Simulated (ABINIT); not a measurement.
An input for ABINIT 10.8.3 (LiH (Fm-3m)):

```
acell 3*1.0 Angstrom
rprim 
  0.000000000000 2.036750000000 2.036750000000
  2.036750000000 -0.000000000000 2.036750000000
  2.036750000000 2.036750000000 -0.000000000000
ntypat 2
znucl 3 1
natom 2
typat 1 2
xred 
  0.000000000000 0.000000000000 0.000000000000
  0.500000000000 0.500000000000 0.500000000000
pp_dirpath "pseudos"
pseudos "Li.upf, H.upf"
ecut 33
ngkpt 6 6 6
nshiftk 1
shiftk 0 0 0
kptopt 1
chksymbreak 0
istwfk *1
occopt 1
irdwfk 1
optdriver 3
nband 127
ecuteps 9.6
inclvkb 2
awtr 1
symchi 1
indata_prefix "in"
outdata_prefix "out"
tmpdata_prefix "tmp"
```

The database entry behind the starting cell differs from later determinations by our own check (the deuteride, about 0.2 % short), so it need not match the best structure at ambient conditions.

```sh
OMP_NUM_THREADS=1 mpirun -n 4 abinit run.abi > log
```

Q: How long will it take on 4 MPI ranks of Arm Neoverse V2, shared host, and how much memory?

It took 22 s; on shared hardware allow 11 s to 44 s. Peak host memory was 0.83 GiB.

[Paths, hosts, dates, memory and timing lines, banners, echoed tables and standing remarks are left out of the program output.]

[Logs are printed without paths, hosts, clocks, repeated set-up lines and the standing remarks that a program may print on its own settings, such as how far it seeks lower states.]

[Runs of the session that timed out or met a known fault of the program may be left out.]

[Hosts, paths, dates, database ids (printed as entryN), source tags and the programs' standing remarks are cut or masked in the printed files.]

[G0W0 gaps are taken among the corrected bands and points alone; a level outside them can change the order at an edge.]

[Where Ansatz stands beside ABINIT at settings called matched, ABINIT's density can come from a denser mesh and the files from another edition; pairs whose starting gaps differed by over 0.03 eV were left out, so agreement reads better than it is.]
